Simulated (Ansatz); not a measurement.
The cell is COD entry 9008473, as deposited and not checked against the literature; nothing was relaxed.

An input for Li: DFT, PBE, PAW with Ansatz's default frozen-core files, scalar-relativistic (Ansatz 0.2.0).

```yaml
crystal:
  lattice:
    - [0.0, 2.202, 2.202]
    - [2.202, 0.0, 2.202]
    - [2.202, 2.202, 0.0]
  atoms:
    - { symbol: Li, position: [0.0, 0.0, 0.0] }
kpoints:
  mp_grid: { grid: [8, 8, 8] }
scf:
  occupations: { method: fermi_dirac, width: 0.05 }
hamiltonian:
  xc: pbe
  pseudopotentials: { kind: paw }
output:
  forces: true
  stress: true
  eigenvalues: true
  efg: { contact_densities: true }
```

The results part of the log:

```
SCF 1 converged in 6 iterations: F = -204.683334 eV  dr2 = 8.76e-17
  greatest PAW one-centre occupation: 1.000 electrons in one spin orbital (limit 2), on the Li atom at site 0 (counted from 0), in its partial waves of l = 0
SCF converged after 6 iterations
Free energy (F): -204.683334 eV
Harris-Foulkes:  -204.683334 eV  (|F-HF|=5.68e-14)
Internal energy: -204.680438 eV  (E = F + TS)
E sigma→0 (E₀):  -204.681886 eV
Entropy (-TS):   -0.002895 eV (-2.895 meV/atom)
Fermi energy:    0.728585 eV
--- Per-component energies (eV) ---
  E_band       = -91.957523
  E_kinetic    = 21.028544
  E_local      = -133.753417  (includes V_loc(G=0)·N_el)
  E_nonlocal   = -33.265925
  E_hartree    = 39.758934
  E_xc         = -9.984514
  E_vxc        = -12.849809  (∫ρ·V_xc dr)
  E_paw        = -21.004552  (= ΣΔE_a)
  E_vpaw       = -12.634801  (= ΣTr[D̂ρ^β])
  E_aug_tail   = 0.000017  (compensation charges beyond the density's cutoff)
  E_ewald      = -67.459525
  E_smearing   = -0.002895  (= −TS)
  E_closure    = 0.000000  (closes the sum)
  Σ components = -204.683334   (vs F -204.683334, Δ=0.00e0)
--- Forces (eV/Å), atoms counted from 1 ---
  atom   1  Li     0.00000000     0.00000000    -0.00000000
  max |Σ_I F_I| component: 9.24e-33 eV/Å
--- Stress (GPa, compression-positive) ---
       -0.645129       0.000000      -0.000000
        0.000000      -0.645129       0.000000
        0.000000      -0.000000      -0.645129
  P = ⅓ Tr σ = -0.6451 GPa (-6.451 kbar)
--- PAW observables at the nuclei: V_zz in 10²¹ V/m², potentials from the cell's mean, atoms counted from 1 ---
  atom   1  Li V_zz =    -0.000000   η = 0.0000   by run symmetry: forbidden
            electrostatic potential = -161.138008 V   contact ρ = 94.731713 e/Å³
--- Band table (eV; the first three rows and the last of 29) ---
  k-point 0: bands = ["-45.7425", "-2.6444", "14.6896", "14.6896", "14.6896", "18.4934"]
  k-point 1: bands = ["-45.7403", "-2.3697", "12.2689", "14.1874", "14.1874", "17.7227"]
  k-point 2: bands = ["-45.7352", "-1.5485", "8.5439", "13.4954", "13.4954", "18.1798"]
  k-point 28: bands = ["-45.7231", "4.2501", "4.2501", "5.1258", "9.1195", "17.3052"]
```
